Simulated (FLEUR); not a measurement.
Na2S:

```
CELL_PARAMETERS angstrom
0.00000 3.27350 3.27350
3.27350 0.00000 3.27350
3.27350 3.27350 0.00000
ATOMIC_POSITIONS crystal
S 0.00000 0.00000 0.00000
Na 0.75000 0.75000 0.75000
Na 0.25000 0.25000 0.25000
```

```yaml
Program: FLEUR MaX-R8.1 (later development tree)
Task: single point
Functional: PBEsol
Potentials_or_basis: all-electron
Basis: FLAPW
Kmax: 4.1 1/bohr
k_mesh: 7 × 7 × 7
Occupations: fermi-dirac, width 0.05 eV
Spin: no spin polarisation
Gmax: 12.7 1/bohr
Muffin-tin_radii: S 2.41, Na 2.41 bohr
lmax: S 10, Na 10
lnonsphr: S 10, Na 10
Local_orbitals_a_species: S 4, Na 5
Max_iterations: 60
Mixing_factor: 0.05
Mixer: Anderson
Mixer_history: 15
```

On this cell: largest force zero by symmetry; band gap on the k mesh 2.36 eV, direct.

The same run follows on a disturbed copy (atoms moved at random, drawn with an rms of 0.05 Å):

```xyz
3
Lattice="0.0000 3.2735 3.2735 3.2735 0.0000 3.2735 3.2735 3.2735 0.0000" Properties=species:S:1:pos:R:3 pbc="T T T"
S    -0.0152    0.0065   -0.0056
Na    4.9285    4.9158    4.8763
Na    1.5859    1.6566    1.6556
```

Q: What does the disturbed cell give?

A: The energy moves by +1.9 meV/atom; largest force 0.131 eV/Å; band gap on the k mesh 2.33 eV, direct.

Forces on the atoms (eV/Å):
```
S   -0.005  0.017 -0.004
Na  -0.097  0.017  0.078
Na   0.102 -0.033 -0.075
```

